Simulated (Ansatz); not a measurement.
**AgI: carrier doping**

Start from AgI in the zinc blende structure (space group F-43m, No. 216; a = 6.6279 Å).

Carriers are added at fixed cell with a uniform background; the Fermi–Dirac width is that of 300 K.

Calculations: PBE (Ansatz, a program for electronic structure), spin-orbit coupling left out.

Notes on the quantities. Fermi level from band edge: Fermi level relative to the doped band's edge (positive inside the band; to 0.05 eV).

| case | gap between the host's bands | Fermi level from band edge |
|---|---|---|
| undoped | 1.34 eV | – |
| electrons 5.0×10^20 cm⁻³ | 1.32 eV | +0.80 eV |
| electrons 1.0×10^21 cm⁻³ | 1.31 eV | +1.05 eV |
| electrons 1.5×10^21 cm⁻³ | 1.29 eV | +1.25 eV |
| electrons 5.0×10^21 cm⁻³ | 1.17 eV | +1.75 eV |
| holes 5.0×10^20 cm⁻³ | 1.37 eV | +0.10 eV |
| holes 1.0×10^21 cm⁻³ | 1.40 eV | +0.15 eV |
| holes 1.5×10^21 cm⁻³ | 1.42 eV | +0.20 eV |
| holes 5.0×10^21 cm⁻³ | 1.60 eV | +0.40 eV |

Carriers are added with a uniform compensating background; total energy and stress of such cells depend on the potential's zero and are not compared; many-body gap narrowing is missing at this level. With I present, leaving out spin-orbit coupling can change the band edges. No phonon test of stability was made.
